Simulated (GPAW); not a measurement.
## SiC (Moissanite): G0W0 with GPAW, start to end

Wanted: ground state, empty states, screening and self-energy for SiC (Moissanite).

Calculated with GPAW 26.7.0; PBE and many-body steps on it, plane waves.

**Experimental background.**

- Gap 3.33 eV: band gap at cryogenic temperature; bulk crystal (literature value) (quoted in “Silicon carbide diodes for neutron detection”, 2020, arxiv:2009.14696).

## Step 1: Starting point

It takes space group P6_3mc (No. 186, hexagonal). The conventional cell has a = 3.076 Å, b = 3.076 Å, c = 5.048 Å, α = 90.00°, β = 90.00°, γ = 120.00°. Nearest to Si lie 4 C at 1.87 to 1.94 Å. Nearest to C lie 4 Si at 1.87 to 1.94 Å. Farther neighbours are not listed.

The cell and positions come from the Crystallography Open Database and are kept as given unless a step says otherwise.

## Step 2: Ground state

This step: GPAW 26.7.0; DFT, PBE, plane waves, PAW.

The ground-state density comes first.

File run.py:

```python
import json
import numpy as np
from gpaw.mpi import world
from ase import Atoms
from gpaw import GPAW, PW, FermiDirac

atoms = Atoms(['Si', 'Si', 'C', 'C'],
    cell=[[3.0760000000, 0.0000000000, 0.0000000000],
      [-1.5380000000, 2.6638941420, 0.0000000000],
      [0.0000000000, 0.0000000000, 5.0480000000]],
    scaled_positions=[[0.3333333333, 0.6666666667, 0.0000000000],
      [0.6666666667, 0.3333333333, 0.5000000000],
      [0.3333333333, 0.6666666667, 0.3850000000],
      [0.6666666667, 0.3333333333, 0.8850000000]],
    pbc=(True, True, True))
calc = GPAW(mode=PW(600),
    xc='PBE',
    kpts={'size': (9, 9, 6), 'gamma': True},
    occupations=FermiDirac(0.001),
    nbands=-8,
    convergence={'density': 1e-6, 'bands': -3},
    maxiter=100,
    txt='gs.txt')
atoms.calc = calc
res = {'energy': atoms.get_potential_energy()}
kpts = calc.get_ibz_k_points()
res['kpts'] = kpts
res['eigenvalues'] = [calc.get_eigenvalues(kpt=k) for k in range(len(kpts))]
res['n_electrons'] = calc.get_number_of_electrons()
calc.write('gs.gpw')

if world.rank == 0:
    with open('result.json', 'w') as f:
        json.dump(res, f, default=lambda x: x.tolist())
```

Started as:

```
$ mpirun -n 8 gpaw python run.py
```

Numbers of over 12 decimals in the logs are rounded to 6 here.

Log:

```text
__  _  _
 | _ |_)|_||  |
 |__||  | ||/\| - 26.7.0

Input parameters:
  mode=PW(ecut=600.0),
  convergence={'density': 1e-06, 'bands': -3},
  kpts=MonkhorstPack(size=(9, 9, 6), gamma=True),
  maxiter=100,
  nbands=-8,
  occupations=Occupations(name='fermi-dirac', width=0.001, fixmagmom=False),
  xc=XC(name='PBE')
  [... matrices ...]
Diagonalizing LCAO Hamiltonian
Converting LCAO to pw mode

           C

           Si
        C

        Si

Atoms  # Å, Bohr magnetons
|   | symbol |         x |        y |        z |    initial magnetic moments |
| 0 |     Si | -0.000000 | 1.775929 | 0.000000 | ( 0.0000,  0.0000,  0.0000) |
| 1 |     Si |  1.538000 | 0.887965 | 2.524000 | ( 0.0000,  0.0000,  0.0000) |
| 2 |      C | -0.000000 | 1.775929 | 1.943480 | ( 0.0000,  0.0000,  0.0000) |
| 3 |      C |  1.538000 | 0.887965 | 4.467480 | ( 0.0000,  0.0000,  0.0000) |

Unit cell  # Å
| periodic |         x |        y |        z |  lengths |     angles |
|      yes |  3.076000 | 0.000000 | 0.000000 | 3.076000 |  90.000000 |
|      yes | -1.538000 | 2.663894 | 0.000000 | 3.076000 |  90.000000 |
|      yes |  0.000000 | 0.000000 | 5.048000 | 5.048000 | 120.000000 |

Number of symmetries: 6
Symmetry operations  # r_c * U_cc + t_c -> r_c
|   | kind |            matrix            |
| 0 |  σ   |  1, 1, 0,  0,-1, 0,  0, 0, 1 |
| 1 |  E   |  1, 0, 0,  0, 1, 0,  0, 0, 1 |
| 2 |  C3  |  0, 1, 0, -1,-1, 0,  0, 0, 1 |
| 3 |  σ   |  0,-1, 0, -1, 0, 0,  0, 0, 1 |
| 4 |  σ   | -1, 0, 0,  1, 1, 0,  0, 0, 1 |
| 5 |  C3  | -1,-1, 0,  1, 0, 0,  0, 0, 1 |

BZ-sampling:
  Number of BZ points: 486
  Number of IBZ points: 62

  Monkhorst-Pack size: [9, 9, 6]
  Monkhorst-Pack shift: [0.0, 0.0, 0.083333]

K-points  # in reciprocal-cell coordinates
|     |                                coordinates |     weight |
|   0 | (  0.00000000,   0.00000000,   0.00000000) | 0.00205761 |
|   1 | (  0.00000000,   0.00000000,   0.16666667) | 0.00411523 |
|   2 | (  0.00000000,   0.00000000,   0.33333333) | 0.00411523 |
|   3 | (  0.00000000,   0.00000000,   0.50000000) | 0.00205761 |
|   4 | (  0.11111111,   0.00000000,  -0.33333333) | 0.01234568 |
|   5 | (  0.11111111,   0.00000000,  -0.16666667) | 0.01234568 |
|   6 | (  0.11111111,   0.00000000,   0.00000000) | 0.01234568 |
|   7 | (  0.11111111,   0.00000000,   0.16666667) | 0.01234568 |
|   8 | (  0.11111111,   0.00000000,   0.33333333) | 0.01234568 |
|   9 | (  0.11111111,   0.00000000,   0.50000000) | 0.01234568 |
| ... |                                            |            |
|  61 | (  0.44444444,   0.44444444,   0.50000000) | 0.01234568 |

Plane wave coefficients: 1404
Cutoff: 600.0 eV

Spin-components: 1 (collinear spins)
Bands:           16
Projectors:      20
Spin-degeneracy: 2
Datatype:        complex128

  Storage: CPU
  Wave functions: 22_046_208 bytes (2_755_776 per core)
  Projectors: 31_691_424 bytes (3_961_428 per core)
  [... matrices ...]
Parallelization:
  kpt:    8
  domain: 1
  band:   1

Density:
  Valence electrons: 16.0
  Components: 1
  Grid points: [18 18 30]
  Charge: 0.0  # |e|

Potential:
  Grid points: [18 18 30]

species:
  Si:
    name:    Silicon
    Z:       14.0
    valence: 4
    core:    10
    charge:  0.0  # [|e|]
    compensation charges:
      type: gauss
      rc: 0.33  # [Å]
      lmax: 2
    cutoffs:
      filter: 1.86  # [Å]
      core: 2.06  # [Å]
    projectors
    | kind |    occ | energy [eV] | rcut [Å] |
    |   3s |  2.000 |     -10.812 |    1.058 |
    |   3p |  2.000 |      -4.081 |    1.058 |
    |    s |        |      16.399 |    1.058 |
    |    p |        |      23.130 |    1.058 |
    |    d |        |       0.000 |    1.058 |

    Using partial waves for Si as LCAO basis

  C:
    name:    Carbon
    Z:       6.0
    valence: 4
    core:    2
    charge:  0.0  # [|e|]
    compensation charges:
      type: gauss
      rc: 0.20  # [Å]
      lmax: 2
    cutoffs:
      filter: 1.14  # [Å]
      core: 1.14  # [Å]
    projectors
    | kind |    occ | energy [eV] | rcut [Å] |
    |   2s |  2.000 |     -13.751 |    0.635 |
    |   2p |  2.000 |      -5.284 |    0.635 |
    |    s |        |      13.461 |    0.635 |
    |    p |        |      21.927 |    0.635 |
    |    d |        |       0.000 |    0.635 |

    Using partial waves for C as LCAO basis

Reference energy: -17827.944731  # eV

eigensolver:
  PPCG
  Converge bands: -3
  niter=2

density mixing:
  MSR1-Mixer
  Pratt-step length: 0.05
  Maximum mixing coefficient: 0.75
  Old densities: 10
  SVD Regularization: 0.005
  Good broyden scale: 1.0
  Trust region scale: 1.0
  Backstep threshold: 4.0
  History deletion threshold: 6.0
  Fourier metric: weight=20.0, sigma=0.015

occupation numbers:
  Fermi-Dirac:
    width: 0.0010  # eV

poisson solver:
  ecut: 4800.0  # eV

xc functional:
  name: PBE with 2 nearest neighbor stencil

Initialization done in: 2.514 s

convergence criteria:
- Maximum integral of absolute [dens]ity change: 1e-06 electrons / valence electron
- Maximum [total energy] change in last 3 cyles: 0.0005 eV / valence electron
- Maximum integral of absolute [eigenst]ate change: 4e-08 eV^2 / valence electron
maximum number of iterations: 100

SCF iterations
|iter     |     time |      energy | eigst |  dens |
|iter:   1|  |  -33.153654 | +0.88 |       |
|iter:   2|  |  -32.400438 | -0.43 | -0.56 |
|iter:   3|  |  -29.874299 | -0.43 | -0.61 |
|iter:   4|  |  -29.885427 | -2.13 | -1.31 |
|iter:   5|  |  -29.891969 | -2.88 | -1.68 |
|iter:   6|  |  -29.892102c| -4.33 | -2.67 |
|iter:   7|  |  -29.892110c| -5.35 | -3.29 |
|iter:   8|  |  -29.892111c| -6.45 | -4.14 |
|iter:   9|  |  -29.892111c| -7.12 | -4.98 |
|iter:  10|  |  -29.892111c| -7.27 | -5.71 |
|iter:  11|  |  -29.892111c| -7.53c| -6.24c|

Converged in 11 steps
SCF loop duration: 3.229 s (0.294 s/step)
Energy contributions relative to reference atoms: (reference = -17827.944731)
  [... matrices ...]
Energy contributions:
  Kinetic:          32.734952
  Coulomb:         -27.428023
  Zero:             -0.036151
  External:          0.000000
  Xc:              -35.162889
  Entropy:          -0.000000
  Spinorbit:         0.000000
  ----------------------------
  Free energy:     -29.892111
  Extrapolated:    -29.892111

dipole moment: (-0.000001, -0.000002, -8.924855)  # |e|*Ang

Fermi level: 10.125
Eigenvalues  # (at kpt = [0.000, 0.000, 0.000])
| band index |      eig [eV] | occ [0-2] |
|          0 |        -7.183 |     2.000 |
|          1 |        -3.678 |     2.000 |
|          2 |        -0.152 |     2.000 |
|          3 |         6.992 |     2.000 |
|          4 |         6.992 |     2.000 |
|          5 |         8.277 |     2.000 |
|          6 |         8.277 |     2.000 |
|          7 |         8.553 |     2.000 |
|          8 |        13.177 |     0.000 |
|          9 |        14.598 |     0.000 |
|         10 |        15.046 |     0.000 |
|         11 |        15.046 |     0.000 |
|         12 |        16.104 |     0.000 |
|         13 |        17.245 |     0.000 |
|         14 |        17.246 |     0.000 |
|         15 |        19.921 |     0.000 |

Gap: 2.315 eV
Transition (v -> c):
  (s=0, k=0, n=7, [0.00, 0.00, 0.00]) -> (s=0, k=32, n=8, [0.33, 0.33, 0.00])
Direct/indirect transitions are different
Direct gap: 4.106 eV
Transition at: (s=0, k=48, n=7, [0.44, 0.00, 0.00])
# Writing to gs.gpw (mode='')
  [... matrices ...]
```

Wall time 8.4 s (8 MPI ranks of AMD EPYC 7R43, shared host); peak memory 1.3 GiB; 64 s of CPU time.

Numbers from this step:

```yaml
total_energy: -29.89 eV
gap: 2.315 eV
k_of_the_valence_top: 0, 0, 0
k_of_the_conduction_bottom: 0.3333, 0.3333, 0
least_direct_gap: 4.106 eV
```

The gap is indirect, with the least direct gap 1.79 eV higher.

## Step 3: Bands along the symmetry lines

The cheap functional maps the bands first; the places of the edges decide which points the dearer methods must see.

File run.py:

```python
import json
import numpy as np
from gpaw.mpi import world
from gpaw import GPAW

path = [[0.000000, 0.000000, 0.000000],
    [0.062500, 0.000000, 0.000000],
    [0.125000, 0.000000, 0.000000],
    [0.187500, 0.000000, 0.000000],
    [0.250000, 0.000000, 0.000000],
    [0.312500, 0.000000, 0.000000],
    [0.375000, 0.000000, 0.000000],
    [0.437500, 0.000000, 0.000000],
    [0.500000, 0.000000, 0.000000],
    [0.479167, 0.041667, 0.000000],
    [0.458333, 0.083333, 0.000000],
    [0.437500, 0.125000, 0.000000],
    [0.416667, 0.166667, 0.000000],
    [0.395833, 0.208333, 0.000000],
    [0.375000, 0.250000, 0.000000],
    [0.354167, 0.291667, 0.000000],
    [0.333333, 0.333333, 0.000000],
    [0.291667, 0.291667, 0.000000],
    [0.250000, 0.250000, 0.000000],
    [0.208333, 0.208333, 0.000000],
    [0.166667, 0.166667, 0.000000],
    [0.125000, 0.125000, 0.000000],
    [0.083333, 0.083333, 0.000000],
    [0.041667, 0.041667, 0.000000],
    [0.000000, 0.000000, 0.000000],
    [0.000000, 0.000000, 0.062500],
    [0.000000, 0.000000, 0.125000],
    [0.000000, 0.000000, 0.187500],
    [0.000000, 0.000000, 0.250000],
    [0.000000, 0.000000, 0.312500],
    [0.000000, 0.000000, 0.375000],
    [0.000000, 0.000000, 0.437500],
    [0.000000, 0.000000, 0.500000],
    [0.062500, 0.000000, 0.500000],
    [0.125000, 0.000000, 0.500000],
    [0.187500, 0.000000, 0.500000],
    [0.250000, 0.000000, 0.500000],
    [0.312500, 0.000000, 0.500000],
    [0.375000, 0.000000, 0.500000],
    [0.437500, 0.000000, 0.500000],
    [0.500000, 0.000000, 0.500000],
    [0.479167, 0.041667, 0.500000],
    [0.458333, 0.083333, 0.500000],
    [0.437500, 0.125000, 0.500000],
    [0.416667, 0.166667, 0.500000],
    [0.395833, 0.208333, 0.500000],
    [0.375000, 0.250000, 0.500000],
    [0.354167, 0.291667, 0.500000],
    [0.333333, 0.333333, 0.500000],
    [0.291667, 0.291667, 0.500000],
    [0.250000, 0.250000, 0.500000],
    [0.208333, 0.208333, 0.500000],
    [0.166667, 0.166667, 0.500000],
    [0.125000, 0.125000, 0.500000],
    [0.083333, 0.083333, 0.500000],
    [0.041667, 0.041667, 0.500000],
    [0.000000, 0.000000, 0.500000],
    [0.500000, 0.000000, 0.500000],
    [0.500000, 0.000000, 0.437500],
    [0.500000, 0.000000, 0.375000],
    [0.500000, 0.000000, 0.312500],
    [0.500000, 0.000000, 0.250000],
    [0.500000, 0.000000, 0.187500],
    [0.500000, 0.000000, 0.125000],
    [0.500000, 0.000000, 0.062500],
    [0.500000, -0.000000, 0.000000],
    [0.333333, 0.333333, 0.500000],
    [0.333333, 0.333333, 0.437500],
    [0.333333, 0.333333, 0.375000],
    [0.333333, 0.333333, 0.312500],
    [0.333333, 0.333333, 0.250000],
    [0.333333, 0.333333, 0.187500],
    [0.333333, 0.333333, 0.125000],
    [0.333333, 0.333333, 0.062500],
    [0.333333, 0.333333, 0.000000]]
calc = GPAW('gs.gpw').fixed_density(kpts=path,
    symmetry='off',
    nbands=18,
    convergence={'bands': 14},
    txt='bands.txt')
res = {}
kpts = calc.get_ibz_k_points()
res['kpts'] = kpts
res['eigenvalues'] = [calc.get_eigenvalues(kpt=k) for k in range(len(kpts))]
res['n_electrons'] = calc.get_number_of_electrons()

if world.rank == 0:
    with open('result.json', 'w') as f:
        json.dump(res, f, default=lambda x: x.tolist())
```

Started as:

```
$ mpirun -n 8 gpaw python run.py
```

Log:

```text
Diagonalizing LCAO Hamiltonian
Converting LCAO to pw mode
convergence criteria:
- Maximum integral of absolute [eigenst]ate change: 4e-08 eV^2 / valence electron
maximum number of iterations: 100

SCF iterations
|iter     |     time |      energy | eigst |  dens |
|iter:   1|  |             | +1.14 |       |
|iter:   2|  |             | -0.27 |       |
|iter:   3|  |             | -1.66 |       |
[...]
|iter:   7|  |             | -6.09 |       |
|iter:   8|  |             | -7.00 |       |
|iter:   9|  |             | -7.97c|       |
SCF steps: 9
  __  _  _
 | _ |_)|_||  |
 |__||  | ||/\| - 26.7.0

Input parameters:
  mode=PW(ecut=600.0),
  convergence={'bands': 14},
  gpts=array([18, 18, 30]),
  kpts=KPoints(kpts=array([[ 0.      ,  0.      ,  0.      ],
         [ 0.0625  ,  0.      ,  0.      ],
         [ 0.125   ,  0.      ,  0.      ],
         [ 0.1875  ,  0.      ,  0.      ],
[...]
[ 0.479167,  0.041667,  0.      ],
         [ 0.458333,  0.083333,  0.      ],
[...]
[ 0.416667,  0.166667,  0.      ],
[...]
[ 0.5     ,  0.      ,  0.0625  ],
         [ 0.5     , -0.      ,  0.      ],
[...]
[ 0.333333,  0.333333,  0.125   ],
         [ 0.333333,  0.333333,  0.0625  ],
         [ 0.333333,  0.333333,  0.      ]])),
  maxiter=100,
  nbands=18,
  occupations=Occupations(name='fermi-dirac', width=0.001, fixmagmom=False),
  parallel={},
  symmetry=Symmetry(point_group=False, time_reversal=False),
  xc=XC(name='PBE')
  [... matrices ...]
timing:  # [seconds]
  Total: 0.040  # ━━━━━━━━━━━━━━━━━━━━━━━━━━━━━━━━━━━━━━━━━━━━━━━━━━━━━━━━━━━
```

Run time: 8.6 s. Hardware: 8 MPI ranks; peak memory 1.4 GiB; 66 s of CPU time.

This step gave:

| Quantity | Value |
| --- | --- |
| gap | 2.315 eV |
| k of the valence top | 0, 0, 0 |
| k of the conduction bottom | 0.3333, 0.3333, 0 |
| least direct gap | 4.070 eV |

The gap is 2.315 eV, as in the run before at this level.

Electronic bands along the path, in eV, zero at the top of the highest filled band; v1 is the highest filled band, c1 the lowest empty one:

```csv
point,v4,v3,v2,v1,c1,c2,c3,c4
Γ,-1.56,-0.28,-0.28,0.00,4.62,6.05,6.49,6.49
halfway,-3.22,-2.76,-0.93,-0.90,3.88,5.72,6.98,7.70
M,-5.44,-3.55,-3.27,-1.49,2.58,4.19,6.75,7.19
halfway,-5.49,-4.79,-3.34,-2.83,3.25,4.95,7.49,8.31
K,-6.51,-4.13,-4.04,-4.04,2.31,7.97,8.64,8.64
halfway,-4.36,-3.07,-1.74,-1.17,5.09,5.65,6.81,6.96
Γ,-1.56,-0.28,-0.28,0.00,4.62,6.05,6.49,6.49
halfway,-1.40,-1.40,-0.49,-0.49,4.91,6.61,6.61,6.85
A,-0.97,-0.97,-0.97,-0.97,5.71,5.71,7.16,7.16
halfway,-3.07,-3.07,-1.97,-1.97,4.36,4.36,7.13,7.13
L,-2.69,-2.69,-2.34,-2.34,3.16,3.16,4.99,4.99
halfway,-4.46,-4.46,-1.95,-1.95,4.12,4.12,6.11,6.11
H,-5.87,-5.87,-1.75,-1.75,4.81,4.81,5.97,5.97
halfway,-3.19,-3.19,-2.65,-2.65,5.03,5.03,7.34,7.34
A,-0.97,-0.97,-0.97,-0.97,5.71,5.71,7.16,7.16
jump to L,-2.69,-2.69,-2.34,-2.34,3.16,3.16,4.99,4.99
halfway,-4.18,-3.32,-2.34,-1.90,2.91,3.17,6.40,6.83
M,-5.44,-3.55,-3.27,-1.49,2.58,4.19,6.75,7.19
jump to H,-5.87,-5.87,-1.75,-1.75,4.81,4.81,5.97,5.97
halfway,-6.67,-4.77,-2.85,-2.85,3.50,6.34,6.34,7.67
K,-6.51,-4.13,-4.04,-4.04,2.31,7.97,8.64,8.64
```

## Step 4: Empty states on the mesh, 6×6×4 mesh, 498 bands

The sums over transitions need many empty states on a uniform mesh; this step solves for them.

File run.py:

```python
import json
import numpy as np
from gpaw.mpi import world
from gpaw import GPAW

calc = GPAW('gs.gpw').fixed_density(kpts={'size': (6, 6, 4), 'gamma': True},
    parallel={'domain': 1, 'band': 1},
    txt='nscf.txt')
calc.diagonalize_full_hamiltonian(nbands=498)
calc.write('full.gpw', mode='all')
res = {}
kpts = calc.get_ibz_k_points()
res['kpts'] = kpts
res['eigenvalues'] = [calc.get_eigenvalues(kpt=k) for k in range(len(kpts))]
res['n_electrons'] = calc.get_number_of_electrons()

if world.rank == 0:
    with open('result.json', 'w') as f:
        json.dump(res, f, default=lambda x: x.tolist())
```

Started as:

```
$ mpirun -n 8 gpaw python run.py
```

Log:

```text
Diagonalizing LCAO Hamiltonian
Converting LCAO to pw mode
convergence criteria:
- Maximum integral of absolute [eigenst]ate change: 4e-08 eV^2 / valence electron
maximum number of iterations: 100

SCF iterations
|iter     |     time |      energy | eigst |  dens |
|iter:   1|  |             | +1.03 |       |
|iter:   2|  |             | -0.33 |       |
|iter:   3|  |             | -1.30 |       |
[...]
|iter:   8|  |             | -6.29 |       |
|iter:   9|  |             | -7.15 |       |
|iter:  10|  |             | -7.80c|       |
SCF steps: 10
  __  _  _
 | _ |_)|_||  |
 |__||  | ||/\| - 26.7.0

Input parameters:
  mode=PW(ecut=600.0),
  convergence={'density': 1e-06, 'bands': -3},
  gpts=array([18, 18, 30]),
  kpts=MonkhorstPack(size=(6, 6, 4), gamma=True),
  maxiter=100,
  nbands=16,
  occupations=Occupations(name='fermi-dirac', width=0.001, fixmagmom=False),
  parallel={'domain': 1, 'band': 1},
  xc=XC(name='PBE')
Matrix size: 1389x1389
# Writing to full.gpw (mode='all')
  [... matrices ...]

timing:  # [seconds]
  Total: 8.932  # ━━━━━━━━━━━━━━━━━━━━━━━━━━━━━━━━━━━━━━━━━━━━━━━━━━━━━━━━━━━
```

Wall time 15 s (8 MPI ranks); peak memory 2.7 GiB; 1.9 min of CPU time.

This step gave:

* gap: 2.315 eV
* k of the valence top: 0, 0, 0
* k of the conduction bottom: 0.3333, 0.3333, 0
* least direct gap: 4.070 eV
* k points computed: 24
* lowest point of the top converged band, above the valence top: 280.2051 eV

On this mesh the gap is 2.315 eV.

[end of part 1 of 2]

[Paths, hosts, dates, memory and timing lines, banners, echoed tables and standing remarks are left out of the program output.]

[Logs are printed without paths, hosts, clocks, repeated set-up lines and the standing remarks that a program may print on its own settings, such as how far it seeks lower states.]

[Runs of the session that timed out or met a known fault of the program may be left out.]

[Hosts, paths, dates, database ids (printed as entryN), source tags and the programs' standing remarks are cut or masked in the printed files.]
